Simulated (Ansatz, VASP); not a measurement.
# MgO: VASP beside Ansatz

```
Mg O
1.0
     4.21494    0.00000    0.00000
     0.00000   -4.21494    0.00000
     0.00000    0.00000   -4.21494
Mg O
4 4
Direct
  0.91109 0.08891 0.05030
  0.50000 0.50000 0.00000
  0.50000 0.00000 0.50000
  0.00000 0.50000 0.50000
  0.50000 0.00000 0.00000
  0.00000 0.50000 0.00000
  0.00000 0.00000 0.50000
  0.50000 0.50000 0.50000
```

Alike in both runs: task single point; functional PBEsol; k mesh 6 × 6 × 6; occupations gaussian, width 0.05 eV; no spin polarisation.

|  | VASP | Ansatz |
| --- | --- | --- |
| version | VASP 6.6.1 | Ansatz 0.2.0 |
| potentials or method | VASP PAW PBE potentials, release 64 (Mg, O) | scalar-relativistic, plane waves, PAW |
| plane-wave cutoff (eV) | 520 | 420 |
| valence electrons in the cell | 32 | 64 |

```tsv
	VASP	Ansatz	Ansatz less VASP
gap on the k mesh at the Fermi level (eV)	4.51	4.52	+0.002
least direct gap on the mesh (eV)	4.51	4.52	+0.002
pressure (GPa)	8.7	9.0	+0.22
largest component of the traceless stress (GPa)	5.40	5.23	-0.175
rms of the force components (eV/Å)	1.553	1.516	-0.0369
```

Atom by atom the forces differ by 0.038 eV/Å (rms over components). The two sets of potentials don't hold the same shells in valence. Ansatz warned: «pseudo_functional_mismatch».

Caveats: the PAW data sets were made with another functional, which shifts forces and pressure a little (VASP).
